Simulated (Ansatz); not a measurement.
Below is a relaxed structure of Ge. The cell was found from a structure generator's guess, not taken from experiment.

Computed with Ansatz 0.2.0, DFT PBE, scalar-relativistic, plane waves, PAW. Cutoff 420 eV, Γ-centred mesh, Gaussian smearing, no spin polarisation.

```cif
data_structure
_symmetry_space_group_name_H-M 'P 1'
_symmetry_Int_Tables_number 1
_cell_length_a 4.1596
_cell_length_b 4.1596
_cell_length_c 4.1596
_cell_angle_alpha 128.669
_cell_angle_beta 128.669
_cell_angle_gamma 75.543
_cell_volume 42.69
loop_
_atom_site_label
_atom_site_type_symbol
_atom_site_fract_x
_atom_site_fract_y
_atom_site_fract_z
_atom_site_occupancy
Ge1 Ge 0.19164 0.19164 0.00000 1
Ge2 Ge 0.80836 0.80836 0.00000 1
```

Energies count from the standard state of Ge at the same level.

**Question.** Find its symmetry and describe it.

**Answer.** I4/mmm (No. 139). Conventional cell: a = 3.603 Å, c = 6.576 Å. Around Ge lie 5 Ge at 2.52–2.66 Å.

**Question.** How far does it lie from the standard state of Ge?

**Answer.** +0.22 eV/atom. So it is a metastable form at best.

**Question.** Is it a metal?

**Answer.** Yes, bands cross the Fermi level on the 22×22×22 mesh.

The last run used a 22×22×22 mesh for its 2-atom cell and Gaussian smearing of 0.10 eV. The end has Immm (No. 71) at a tolerance of 0.01 Å; the cell shown is made exact in the group found at 0.05 Å. This cell was reached by moving the atoms of another relaxed cell at random and relaxing again, last within the group found; it had no such test of its own.
